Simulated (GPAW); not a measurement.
# CuI (Marshite) (F-43m) in GPAW: a series of runs

One crystal, CuI (Marshite), is run at these levels: PW91, PBE+U, revTPSS, PBE, LDA; tasks: band structure, equation of state, G0W0 quasiparticle levels, dielectric tensor.

Program: GPAW 26.7.0. These are calculated values, not measurements. Logs are shortened: lines on timing, memory, paths and dates and some standing lists are left out, and cuts for length are marked. The log counts tension as positive stress, the text compression.

**What was measured.**

From a printed reference work, data compilation, for a bulk crystal of CuI: high-frequency dielectric constant 4.84.

The runs below are set against these values where they give the same quantity.

**1. Starting point**

It takes space group F-43m (No. 216, cubic). The conventional cell has a = 6.063 Å, b = 6.063 Å, c = 6.063 Å, α = 90.00°, β = 90.00°, γ = 90.00°. I (site symmetry -43m) has 4 Cu at 2.63 Å as nearest neighbours. Cu (site symmetry -43m) is surrounded by 4 I at 2.63 Å.

**2. Band structure, PW91, spin-orbit coupling, no magnetisation**

Contents of run.py:

```python
import numpy as np
from ase.dft.bandgap import bandgap
from ase.io import read, write
from ase.units import GPa
from gpaw import GPAW, PW, setup_paths
from gpaw.spinorbit import soc_eigenstates

setup_paths.insert(0, '.')

atoms = read('POSCAR')

calc = GPAW(mode=PW(600),
            xc='GGA_X_PW91+GGA_C_PW91',
            kpts={'size': (6, 6, 6), 'gamma': True},
            occupations={'name': 'fermi-dirac', 'width': 0.05},
            nbands=19,
            convergence={'density': 1e-05, 'energy': 1e-05},
            maxiter=150,
            txt='gpaw.txt')
atoms.calc = calc
energy = atoms.get_potential_energy()
forces = atoms.get_forces()
stress = atoms.get_stress()
calc.write('gs.gpw')
write('result.traj', atoms)
print(f'Energy: {energy:.6f} eV')
print('Forces (eV/A):')
print(forces.round(4))
print('Stress (GPa):', (stress / GPa).round(3))
print('Fermi level:', round(calc.get_fermi_level(), 4), 'eV')
print(f'Gap: {bandgap(calc)[0]:.4f} eV, direct: {bandgap(calc, direct=True)[0]:.4f} eV')

path = atoms.cell.bandpath('GXWKGLUWLK,UX', npoints=80, eps=1e-4)
bs_calc = calc.fixed_density(kpts=path, symmetry='off', nbands=31,
                             convergence={'bands': 'CBM+6.0', 'eigenstates': 1e-6}, txt='bands.txt')
bs = bs_calc.band_structure()
bs.write('bs.json')
print(f'Gap on the path: {bandgap(bs_calc)[0]:.4f} eV')

soc = soc_eigenstates(bs_calc, theta=54.7, phi=45)
np.savetxt('soc_bands.dat', soc.eigenvalues(), fmt='%.4f')
mesh = soc_eigenstates('gs.gpw', theta=54.7, phi=45)
np.savetxt('soc_mesh.dat', mesh.eigenvalues(), fmt='%.4f')
print('Fermi level with spin-orbit coupling:', round(mesh.fermi_level, 4), 'eV')
```

Contents of POSCAR:

```
CuI
1.0
    0.0000000000      3.0315000000      3.0315000000
    3.0315000000      0.0000000000      3.0315000000
    3.0315000000      3.0315000000      0.0000000000
I Cu
1 1
Direct
    0.0000000000      0.0000000000      0.0000000000
    0.7500000000      0.7500000000      0.7500000000
```

Potentials or basis: PAW data sets generated in the run's folder for this functional, pw.

Started as:

```
$ gpaw-setup -f GGA_X_PW91+GGA_C_PW91 Cu I
$ OMP_NUM_THREADS=1 python run.py
```

gpaw.txt:

```text
__  _  _
 | _ |_)|_||  |
 |__||  | ||/\| - 26.7.0

Input parameters:
  mode=PW(ecut=600.0),
  convergence={'density': 1e-05, 'energy': 1e-05},
  kpts=MonkhorstPack(size=(6, 6, 6), gamma=True),
  maxiter=150,
  nbands=19,
  occupations=Occupations(name='fermi-dirac', width=0.05),
  xc=XC(name='GGA_X_PW91+GGA_C_PW91')

Diagonalizing LCAO Hamiltonian
Converting LCAO to pw mode

                     Cu

       I

Atoms  # Å, Bohr magnetons
|   | symbol |        x |        y |        z |    initial magnetic moments |
|---|--------|----------|----------|----------|-----------------------------|
| 0 |      I | 0.000000 | 0.000000 | 0.000000 | ( 0.0000,  0.0000,  0.0000) |
| 1 |     Cu | 4.547250 | 4.547250 | 4.547250 | ( 0.0000,  0.0000,  0.0000) |

Unit cell  # Å
| periodic |        x |        y |        z |  lengths |    angles |
|----------|----------|----------|----------|----------|-----------|
|      yes | 0.000000 | 3.031500 | 3.031500 | 4.287188 | 60.000000 |
|      yes | 3.031500 | 0.000000 | 3.031500 | 4.287188 | 60.000000 |
|      yes | 3.031500 | 3.031500 | 0.000000 | 4.287188 | 60.000000 |

Number of symmetries: 24
Symmetry operations  # r_c * U_cc + t_c -> r_c
|    | kind |            matrix            |
|----|------|------------------------------|
|  0 |  E   |  1, 0, 0,  0, 1, 0,  0, 0, 1 |
|  1 |  σ   |  1, 0, 0,  0, 0, 1,  0, 1, 0 |
|  2 |  σ   |  1, 0,-1,  0, 1,-1,  0, 0,-1 |
|  3 |  C3  |  1, 0,-1,  0, 0,-1,  0, 1,-1 |
|  4 |  C3  |  1,-1, 0,  0,-1, 1,  0,-1, 0 |
|  5 |  σ   |  1,-1, 0,  0,-1, 0,  0,-1, 1 |
|  6 |  σ   |  0, 1, 0,  1, 0, 0,  0, 0, 1 |
|  7 |  C3  |  0, 1, 0,  0, 0, 1,  1, 0, 0 |
|  8 |  C2  |  0, 1,-1,  1, 0,-1,  0, 0,-1 |
|  9 |  S4  |  0, 1,-1,  0, 0,-1,  1, 0,-1 |
| 10 |  C3  |  0, 0, 1,  1, 0, 0,  0, 1, 0 |
| 11 |  σ   |  0, 0, 1,  0, 1, 0,  1, 0, 0 |
| 12 |  S4  |  0, 0,-1,  1, 0,-1,  0, 1,-1 |
| 13 |  C3  |  0, 0,-1,  0, 1,-1,  1, 0,-1 |
| 14 |  S4  |  0,-1, 1,  1,-1, 0,  0,-1, 0 |
| 15 |  C2  |  0,-1, 1,  0,-1, 0,  1,-1, 0 |
| 16 |  C3  |  0,-1, 0,  1,-1, 0,  0,-1, 1 |
| 17 |  S4  |  0,-1, 0,  0,-1, 1,  1,-1, 0 |
| 18 |  S4  | -1, 1, 0, -1, 0, 1, -1, 0, 0 |
| 19 |  C3  | -1, 1, 0, -1, 0, 0, -1, 0, 1 |
| 20 |  C3  | -1, 0, 1, -1, 1, 0, -1, 0, 0 |
| 21 |  S4  | -1, 0, 1, -1, 0, 0, -1, 1, 0 |
| 22 |  σ   | -1, 0, 0, -1, 1, 0, -1, 0, 1 |
| 23 |  C2  | -1, 0, 0, -1, 0, 1, -1, 1, 0 |

BZ-sampling:
  Number of BZ points: 216
  Number of IBZ points: 16

  Monkhorst-Pack size: [6, 6, 6]
  Monkhorst-Pack shift: [0.08333333333333333, 0.08333333333333333, 0.08333333333333333]

K-points  # in reciprocal-cell coordinates
|     |                                coordinates |     weight |
|-----|--------------------------------------------|------------|
|   0 | (  0.00000000,   0.00000000,   0.00000000) | 0.00462963 |
|   1 | (  0.16666667,   0.16666667,   0.00000000) | 0.02777778 |
|   2 | (  0.16666667,   0.16666667,   0.16666667) | 0.03703704 |
|   3 | (  0.33333333,   0.16666667,   0.16666667) | 0.05555556 |
|   4 | (  0.33333333,   0.33333333,  -0.33333333) | 0.05555556 |
|   5 | (  0.33333333,   0.33333333,   0.00000000) | 0.02777778 |
|   6 | (  0.33333333,   0.33333333,   0.16666667) | 0.11111111 |
|   7 | (  0.33333333,   0.33333333,   0.33333333) | 0.03703704 |
|   8 | (  0.50000000,   0.33333333,  -0.33333333) | 0.11111111 |
|   9 | (  0.50000000,   0.33333333,  -0.16666667) | 0.05555556 |
| ... |                                            |            |
|  15 | (  0.50000000,   0.50000000,   0.50000000) | 0.01851852 |

Plane wave coefficients: 1874
Cutoff: 600.0 eV

Spin-components: 1 (collinear spins)
Bands:           19
Projectors:      11
Spin-degeneracy: 2
Datatype:        complex128

Parallelization:
  kpt:    1
  domain: 1
  band:   1

Density:
  Valence electrons: 18.0
  Components: 1
  Grid points: [25 25 25]
  Charge: 0.0  # |e|

Potential:
  Grid points: [25 25 25]

species:
  I:
    name:    Iodine
    Z:       53.0
    valence: 7
    core:    46
    charge:  0.0  # [|e|]
    compensation charges:
      type: gauss
      rc: 0.37  # [Å]
      lmax: 2
    cutoffs:
      filter: 2.06  # [Å]
      core: 2.90  # [Å]
    projectors
    | kind |    occ | energy [eV] | rcut [Å] |
    |------|--------|-------------|----------|
    |   5s |  2.000 |     -17.455 |    1.164 |
    |   5p |  5.000 |      -7.136 |    1.164 |
    |    s |        |       9.757 |    1.164 |
    |    p |        |      20.075 |    1.164 |
    |    d |        |       0.000 |    1.164 |

    Using partial waves for I as LCAO basis

  Cu:
    name:    Copper
    Z:       29.0
    valence: 11
    core:    18
    charge:  0.0  # [|e|]
    compensation charges:
      type: gauss
      rc: 0.33  # [Å]
      lmax: 2
    cutoffs:
      filter: 2.06  # [Å]
      core: 2.43  # [Å]
    projectors
    | kind |    occ | energy [eV] | rcut [Å] |
    |------|--------|-------------|----------|
    |   4s |  1.000 |      -4.662 |    1.164 |
    |   4p |  0.000 |      -0.749 |    1.164 |
    |   3d | 10.000 |      -5.114 |    1.058 |
    |    s |        |      22.549 |    1.164 |
    |    p |        |      26.463 |    1.164 |
    |    d |        |      22.097 |    1.058 |

    Using partial waves for Cu as LCAO basis

Reference energy: -238600.244182  # eV

eigensolver:
  PPCG
  Converge bands: occupied
  niter=2

density mixing:
  MSR1-Mixer
  Pratt-step length: 0.05
  Maximum mixing coefficient: 0.75
  Old densities: 10
  SVD Regularization: 0.005
  Good broyden scale: 1.0
  Trust region scale: 1.0
  Backstep threshold: 4.0
  History deletion threshold: 6.0
  Fourier metric: weight=20.0, sigma=0.015

occupation numbers:
  Fermi-Dirac:
    width: 0.0500  # eV

poisson solver:
  ecut: 4800.0  # eV

xc functional:
  name: GGA_X_PW91+GGA_C_PW91 with 2 nearest neighbor stencil

convergence criteria:
- Maximum integral of absolute [dens]ity change: 1e-05 electrons / valence electron
- Maximum [total energy] change in last 3 cyles: 1e-05 eV / valence electron
- Maximum integral of absolute [eigenst]ate change: 4e-08 eV^2 / valence electron
maximum number of iterations: 150

SCF iterations
|iter     | |      energy | eigst |  dens |
|---------|-|-------------|-------|-------|
|iter:   1| |   -5.709385 | -0.04 |       |
|iter:   2| |   -5.618424 | -2.36 | -1.30 |
|iter:   3| |   -5.508228 | -1.98 | -1.38 |
|iter:   4| |   -5.505508 | -4.01 | -1.73 |
|iter:   5| |   -5.503717 | -3.72 | -1.91 |
|iter:   6| |   -5.503737 | -5.59 | -3.11 |
|iter:   7| |   -5.503750c| -6.19 | -3.37 |
|iter:   8| |   -5.503750c| -7.87c| -4.20 |
|iter:   9| |   -5.503750c| -7.78c| -4.77 |
|iter:  10| |   -5.503750c| -8.52c| -5.48c|

Converged in 10 steps
Energy contributions relative to reference atoms: (reference = -238600.244182)

Energy contributions:
  Kinetic:           1.929495
  Coulomb:          -2.554020
  Zero:             -0.003529
  External:          0.000000
  Xc:               -4.875697
  Entropy:          -0.000000
  Spinorbit:         0.000000
  ----------------------------
  Free energy:      -5.503750
  Extrapolated:     -5.503750

dipole moment: (-27.575085, -27.575085, -27.575085)  # |e|*Ang

Fermi level: 4.985
Eigenvalues  # (at kpt = [0.000, 0.000, 0.000])
| band index |      eig [eV] | occ [0-2] |
|------------|---------------|-----------|
|          0 |        -9.632 |     2.000 |
|          1 |         0.753 |     2.000 |
|          2 |         0.753 |     2.000 |
|          3 |         0.753 |     2.000 |
|          4 |         2.545 |     2.000 |
|          5 |         2.545 |     2.000 |
|          6 |         4.393 |     2.000 |
|          7 |         4.393 |     2.000 |
|          8 |         4.393 |     2.000 |
|          9 |         5.517 |     0.000 |
|         10 |         9.305 |     0.000 |
|         11 |         9.305 |     0.000 |
|         12 |         9.305 |     0.000 |
|         13 |        12.772 |     0.000 |
|         14 |        14.132 |     0.000 |
|         15 |        14.132 |     0.000 |
|         16 |        15.514 |     0.000 |
|        ... |               |           |
|         18 |        15.514 |     0.000 |

Gap: 1.124 eV
Transition (v -> c):
  (s=0, k=0, n=8, [0.00, 0.00, 0.00]) -> (s=0, k=0, n=9, [0.00, 0.00, 0.00])
No difference between direct/indirect transitions

Forces  # eV/Ang
|        x |        y |        z |
|----------|----------|----------|
| -0.00000 | -0.00000 | -0.00000 |  # I    0
|  0.00000 |  0.00000 | -0.00000 |  # Cu   1

Stress tensor  # eV/Ang^3
|         x |         y |         z |
|-----------|-----------|-----------|
| -0.004807 |  0.000000 |  0.000000 |
|  0.000000 | -0.004807 |  0.000000 |
|  0.000000 |  0.000000 | -0.004807 |

# Writing to gs.gpw (mode='')
```

Wall time 26 s (1 thread of Intel Xeon 6975P-C (Granite Rapids), shared host); peak memory 0.31 GiB.

Results:

| Item | Value |
| --- | --- |
| Free energy | -5.5038 eV |
| Pressure | 0.8 GPa |
| Band gap on the k mesh | 0.93 eV, direct |
| Band gap along the path | 0.93 eV, direct |

Levels at the corners of the path, in eV from the valence-band top:
```csv
point,band 14,band 15,band 16,band 17,band 18,band 19,band 20,band 21,band 22,band 23
Γ,-0.48,0.00,0.00,0.00,0.00,0.93,0.93,4.67,4.67,4.75
X,-1.88,-1.72,-1.72,-1.57,-1.57,2.54,2.54,2.72,2.72,8.82
W,-1.89,-1.76,-1.75,-1.46,-1.37,4.03,4.47,4.50,4.56,5.86
K,-1.84,-1.78,-1.60,-1.44,-1.36,2.91,2.93,4.32,4.56,7.32
Γ,-0.48,0.00,0.00,0.00,0.00,0.93,0.93,4.67,4.67,4.75
L,-1.87,-0.96,-0.96,-0.80,-0.80,1.96,1.96,5.24,5.24,5.27
U,-1.84,-1.78,-1.60,-1.44,-1.36,2.91,2.93,4.32,4.56,7.32
W,-1.89,-1.76,-1.75,-1.46,-1.37,4.03,4.47,4.50,4.56,5.86
L,-1.87,-0.96,-0.96,-0.80,-0.80,1.96,1.96,5.24,5.24,5.27
K,-1.84,-1.78,-1.60,-1.44,-1.36,2.91,2.93,4.32,4.56,7.32
U,-1.84,-1.78,-1.60,-1.44,-1.36,2.91,2.93,4.32,4.56,7.32
X,-1.88,-1.72,-1.72,-1.57,-1.57,2.54,2.54,2.72,2.72,8.82
```

Caveat: with this Cu data set, volumes or pressures lay over 1.5 % or 2 GPa off other programs in two to four cells of ten; spin-orbit coupling was added after a scalar SCF, so levels and gaps hold it while energy, forces, pressure and moments don't; this program's spin-orbit splittings come out too wide for heavy elements.

**3. Band structure, PBE+U**

Contents of run.py:

```python
from ase.dft.bandgap import bandgap
from ase.io import read, write
from ase.units import GPa
from gpaw import GPAW, PW

atoms = read('POSCAR')

calc = GPAW(mode=PW(600),
            xc='PBE',
            kpts={'size': (6, 6, 6), 'gamma': True},
            occupations={'name': 'fermi-dirac', 'width': 0.05},
            setups={'Cu': ':d,6.0'},
            nbands=19,
            convergence={'density': 1e-05, 'energy': 1e-05},
            maxiter=150,
            txt='gpaw.txt')
atoms.calc = calc
energy = atoms.get_potential_energy()
forces = atoms.get_forces()
stress = atoms.get_stress()
calc.write('gs.gpw')
write('result.traj', atoms)
print(f'Energy: {energy:.6f} eV')
print('Forces (eV/A):')
print(forces.round(4))
print('Stress (GPa):', (stress / GPa).round(3))
print('Fermi level:', round(calc.get_fermi_level(), 4), 'eV')
print(f'Gap: {bandgap(calc)[0]:.4f} eV, direct: {bandgap(calc, direct=True)[0]:.4f} eV')

path = atoms.cell.bandpath('GXWKGLUWLK,UX', npoints=100, eps=1e-4)
bs_calc = calc.fixed_density(kpts=path, symmetry='off', nbands=31,
                             convergence={'bands': 'CBM+6.0', 'eigenstates': 1e-6}, txt='bands.txt')
bs = bs_calc.band_structure()
bs.write('bs.json')
print(f'Gap on the path: {bandgap(bs_calc)[0]:.4f} eV')
```

POSCAR is that of step 2.

Potentials or basis: GPAW PAW data sets (gpaw-data 1.2.1), pw.

Started as:

```
$ OMP_NUM_THREADS=1 python run.py
```

gpaw.txt:

```text
__  _  _
 | _ |_)|_||  |
 |__||  | ||/\| - 26.7.0

Input parameters:
  mode=PW(ecut=600.0),
  convergence={'density': 1e-05, 'energy': 1e-05},
  kpts=MonkhorstPack(size=(6, 6, 6), gamma=True),
  maxiter=150,
  nbands=19,
  occupations=Occupations(name='fermi-dirac', width=0.05),
  setups={'Cu': ':d,6.0'},
  xc=XC(name='PBE')

Diagonalizing LCAO Hamiltonian
Converting LCAO to pw mode

                     Cu

       I

Atoms  # Å, Bohr magnetons
|   | symbol |        x |        y |        z |    initial magnetic moments |
|---|--------|----------|----------|----------|-----------------------------|
| 0 |      I | 0.000000 | 0.000000 | 0.000000 | ( 0.0000,  0.0000,  0.0000) |
| 1 |     Cu | 4.547250 | 4.547250 | 4.547250 | ( 0.0000,  0.0000,  0.0000) |

Unit cell  # Å
| periodic |        x |        y |        z |  lengths |    angles |
|----------|----------|----------|----------|----------|-----------|
|      yes | 0.000000 | 3.031500 | 3.031500 | 4.287188 | 60.000000 |
|      yes | 3.031500 | 0.000000 | 3.031500 | 4.287188 | 60.000000 |
|      yes | 3.031500 | 3.031500 | 0.000000 | 4.287188 | 60.000000 |

Number of symmetries: 24
Symmetry operations  # r_c * U_cc + t_c -> r_c
|    | kind |            matrix            |
|----|------|------------------------------|
|  0 |  E   |  1, 0, 0,  0, 1, 0,  0, 0, 1 |
|  1 |  σ   |  1, 0, 0,  0, 0, 1,  0, 1, 0 |
|  2 |  σ   |  1, 0,-1,  0, 1,-1,  0, 0,-1 |
|  3 |  C3  |  1, 0,-1,  0, 0,-1,  0, 1,-1 |
|  4 |  C3  |  1,-1, 0,  0,-1, 1,  0,-1, 0 |
|  5 |  σ   |  1,-1, 0,  0,-1, 0,  0,-1, 1 |
|  6 |  σ   |  0, 1, 0,  1, 0, 0,  0, 0, 1 |
[... 149 lines left out ...]
- Maximum integral of absolute [eigenst]ate change: 4e-08 eV^2 / valence electron
maximum number of iterations: 150

SCF iterations
|iter     | |      energy | eigst |  dens |
|---------|-|-------------|-------|-------|
|iter:   1| |   -5.398288 | -0.77 |       |
|iter:   2| |   -5.389180 | -2.70 | -1.53 |
|iter:   3| |   -5.368641 | -2.73 | -1.57 |
|iter:   4| |   -5.369621 | -3.63 | -1.96 |
|iter:   5| |   -5.369449 | -4.13 | -2.38 |
|iter:   6| |   -5.369466c| -5.57 | -3.07 |
|iter:   7| |   -5.369468c| -6.90 | -3.65 |
|iter:   8| |   -5.369468c| -8.28c| -4.38 |
|iter:   9| |   -5.369468c| -8.24c| -5.01c|

Converged in 9 steps
Energy contributions relative to reference atoms: (reference = -238562.247507)

Energy contributions:
  Kinetic:          29.172161
  Coulomb:         -26.042425
  Zero:             -0.115128
  External:          0.000000
  Xc:               -8.384076
  Entropy:          -0.000000
  Spinorbit:         0.000000
  ----------------------------
  Free energy:      -5.369468
  Extrapolated:     -5.369468

dipole moment: (-27.659144, -27.659144, -27.659144)  # |e|*Ang

Fermi level: 4.725
Eigenvalues  # (at kpt = [0.000, 0.000, 0.000])
| band index |      eig [eV] | occ [0-2] |
|------------|---------------|-----------|
|          0 |        -9.523 |     2.000 |
|          1 |         0.035 |     2.000 |
|          2 |         0.035 |     2.000 |
|          3 |         0.035 |     2.000 |
|          4 |         1.197 |     2.000 |
|          5 |         1.197 |     2.000 |
[... 9 lines left out ...]
|         15 |        14.052 |     0.000 |
|         16 |        15.553 |     0.000 |
|        ... |               |           |
|         18 |        15.553 |     0.000 |

Gap: 2.045 eV
Transition (v -> c):
  (s=0, k=0, n=8, [0.00, 0.00, 0.00]) -> (s=0, k=0, n=9, [0.00, 0.00, 0.00])
No difference between direct/indirect transitions

Forces  # eV/Ang
|        x |       y |        z |
|----------|---------|----------|
|  0.00000 | 0.00000 |  0.00000 |  # I    0
| -0.00000 | 0.00000 | -0.00000 |  # Cu   1

Stress tensor  # eV/Ang^3
|         x |         y |         z |
|-----------|-----------|-----------|
| -0.014052 |  0.000000 |  0.000000 |
|  0.000000 | -0.014052 |  0.000000 |
|  0.000000 |  0.000000 | -0.014052 |

# Writing to gs.gpw (mode='')
```

stdout:

```text
Energy: -5.369468 eV
Forces (eV/A):
[[ 0.  0.  0.]
 [-0.  0. -0.]]
Stress (GPa): [-2.251 -2.251 -2.251  0.     0.     0.   ]
Fermi level: 4.725 eV
Gap: 2.0450 eV, direct: 2.0450 eV
Gap on the path: 2.0450 eV
```

bands.txt:

```text
Diagonalizing LCAO Hamiltonian
Converting LCAO to pw mode
convergence criteria:
- Maximum integral of absolute [eigenst]ate change: 1e-06 eV^2 / valence electron
maximum number of iterations: 150

SCF iterations
|iter     | |      energy | eigst |  dens |
[... 106 lines left out ...]
         [0.3875    , 0.3875    , 0.725     ],
         [0.375     , 0.375     , 0.75      ],
         [0.625     , 0.25      , 0.625     ],
         [0.60416667, 0.20833333, 0.60416667],
         [0.58333333, 0.16666667, 0.58333333],
         [0.5625    , 0.125     , 0.5625    ],
         [0.54166667, 0.08333333, 0.54166667],
         [0.52083333, 0.04166667, 0.52083333],
         [0.5       , 0.        , 0.5       ]])),
  maxiter=150,
  nbands=31,
  occupations=Occupations(name='fermi-dirac', width=0.05),
  setups={'Cu': ':d,6.0'},
  symmetry=Symmetry(point_group=False, time_reversal=False),
  xc=XC(name='PBE')
```

Run time: 27 s. Hardware: 1 thread of Intel Xeon 6975P-C (Granite Rapids), shared host; peak memory 0.31 GiB.

What came out:

| Item | Value |
| --- | --- |
| Free energy | -5.3695 eV |
| Pressure | 2.3 GPa |
| Band gap on the k mesh | 2.04 eV, direct |
| Band gap along the path | 2.05 eV, direct |

Levels at the corners of the path, in eV from the valence-band top:
| point | band 7 | band 8 | band 9 | band 10 | band 11 | band 12 |
| --- | --- | --- | --- | --- | --- | --- |
| Γ | 0.00 | 0.00 | 0.00 | 2.05 | 5.77 | 5.77 |
| X | -2.33 | -1.84 | -1.84 | 3.36 | 3.65 | 9.97 |
| W | -2.33 | -2.26 | -1.70 | 5.28 | 5.41 | 6.88 |
| K | -2.38 | -2.01 | -1.48 | 3.83 | 5.40 | 8.28 |
| Γ | 0.00 | 0.00 | 0.00 | 2.05 | 5.77 | 5.77 |
| L | -2.47 | -0.75 | -0.75 | 3.03 | 6.19 | 6.19 |
| U | -2.38 | -2.01 | -1.48 | 3.83 | 5.40 | 8.28 |
| W | -2.33 | -2.26 | -1.70 | 5.28 | 5.41 | 6.88 |
| L | -2.47 | -0.75 | -0.75 | 3.03 | 6.19 | 6.19 |
| K | -2.38 | -2.01 | -1.48 | 3.83 | 5.40 | 8.28 |
| U | -2.38 | -2.01 | -1.48 | 3.83 | 5.40 | 8.28 |
| X | -2.33 | -1.84 | -1.84 | 3.36 | 3.65 | 9.97 |

Caveat: with this Cu data set, volumes or pressures lay over 1.5 % or 2 GPa off other programs in two to four cells of ten; spin-orbit coupling is left out, which moves the levels of the heavy elements.

(Continued in part 2 of 2.)
